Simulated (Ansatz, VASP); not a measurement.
# KI: VASP beside Ansatz

```xyz
2
Lattice="0.0000 3.6655 3.8065 3.6655 0.0000 3.8065 3.6655 3.6655 0.0000" Properties=species:S:1:pos:R:3 pbc="T T T"
K     0.0000    0.0000    0.0000
I     3.6655    3.6655    3.8065
```

Change from the starting cell: strain +0.040 along x and y, +0.080 along z, atoms carried along.

Alike in both runs: task single point; functional PBE; k mesh 6 × 6 × 6; occupations gaussian, width 0.05 eV; no spin polarisation.

|  | VASP | Ansatz |
| --- | --- | --- |
| version | VASP 6.6.1 | Ansatz 0.2.0 |
| potentials or method | VASP PAW PBE potentials, release 64 (K_sv, I) | scalar-relativistic, plane waves, PAW |
| plane-wave cutoff (eV) | 520 | 420 |
| valence electrons in the cell | 16 | 26 |

```tsv
	VASP	Ansatz	Ansatz less VASP
gap on the k mesh at the Fermi level (eV)	3.64	3.65	+0.003
least direct gap on the mesh (eV)	3.64	3.65	+0.003
pressure (GPa)	-0.8	-0.8	-0.02
largest component of the traceless stress (GPa)	0.25	0.24	-0.004
```

The two sets of potentials don't hold the same shells in valence.

Caveats: spin-orbit coupling is left out, which moves the levels of the heavy elements.
